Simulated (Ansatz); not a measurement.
**TiO2: band structure with r2SCAN**

The system is TiO2.

```xyz
9
Lattice="2.9683 0.0000 0.0000 0.0002 4.7076 0.0000 1.4836 0.2424 7.0835" Properties=species:S:1:pos:R:3 pbc="T T T"
Ti    0.0111    0.0020    0.0050
Ti    1.4933    2.3377    2.2452
Ti    2.9797    2.6161    4.8486
O     1.4969    0.9041    0.9105
O     2.9795    1.5111    3.2009
O     1.4967    1.6498    5.7110
O     2.9804    3.3042    1.3825
O     1.4963    3.4427    3.8925
O     2.9811    4.0496    6.1826
```

The cell comes from a database or a generator and needn't be the stable form of this composition.

```yaml
Program: Ansatz 0.2.0
Task: band structure
Functional: r2SCAN
Potentials_or_basis: Ansatz PAW
Cutoff: "500 eV (not typed: the program's choice for these potentials)"
k_mesh: 9 × 6 × 4
Occupations: fermi-dirac, width 0.05 eV
Spin: no spin polarisation
Path: "[[\"X\", \"G\", \"Y\"], [\"L\", \"G\", \"Z\"], [\"N\", \"G\", \"M\"], [\"R\", \"G\"]]"
Points_for_each_segment_of_the_path: 10
```

* Pressure: -1.2 GPa
* Largest force: 0.144 eV/Å
* Band gap on the k mesh: 2.62 eV, indirect (least direct gap 2.68 eV)
* Band gap along the path: 2.61 eV, indirect (least direct gap 2.66 eV)

Forces in eV/Å, atoms in the order of the input:
```
Ti   0.001 -0.002  0.002
Ti   0.004 -0.003  0.082
Ti   0.001  0.007 -0.086
O   -0.002 -0.030 -0.025
O    0.008  0.141 -0.019
O   -0.003  0.011 -0.030
O    0.000 -0.012  0.029
O   -0.004 -0.142  0.021
O   -0.005  0.031  0.026
```

Stress tensor (GPa, compression positive):
```
-1.47 -0.02  0.01
-0.02 -0.88 -0.09
 0.01 -0.09 -1.21
```

Levels at the corners of the path, in eV from the valence-band top:
| point | band 34 | band 35 | band 36 | band 37 | band 38 | band 39 |
| --- | --- | --- | --- | --- | --- | --- |
| X | -0.84 | -0.31 | -0.15 | 2.75 | 3.01 | 3.18 |
| Γ | -0.39 | -0.28 | -0.06 | 2.61 | 3.02 | 3.17 |
| Y | -0.95 | -0.87 | -0.79 | 2.69 | 3.06 | 3.15 |
| L | -0.78 | -0.74 | -0.27 | 2.68 | 2.92 | 3.03 |
| Γ | -0.39 | -0.28 | -0.06 | 2.61 | 3.02 | 3.17 |
| Z | -0.79 | -0.71 | -0.60 | 2.78 | 2.92 | 3.34 |
| N | -0.79 | -0.71 | -0.60 | 2.78 | 2.92 | 3.34 |
| Γ | -0.39 | -0.28 | -0.06 | 2.61 | 3.02 | 3.17 |
| M | -1.33 | -1.19 | -1.07 | 2.90 | 2.97 | 3.57 |
| R | -1.33 | -1.19 | -1.08 | 2.90 | 2.97 | 3.57 |
| Γ | -0.39 | -0.28 | -0.06 | 2.61 | 3.02 | 3.17 |

Wall time 3.7 min on 4 threads of Intel(R) Xeon(R) Processor @ 2.50GHz (Skylake/Cascade Lake), with other jobs on the host, peak memory 1 GiB.

Caveat: the PAW data sets come from PBE, with cores solved anew for the run's functional, which leaves a small shift of forces and pressure. r2SCAN opens gaps a little over a GGA but as a rule still falls short of measured ones.
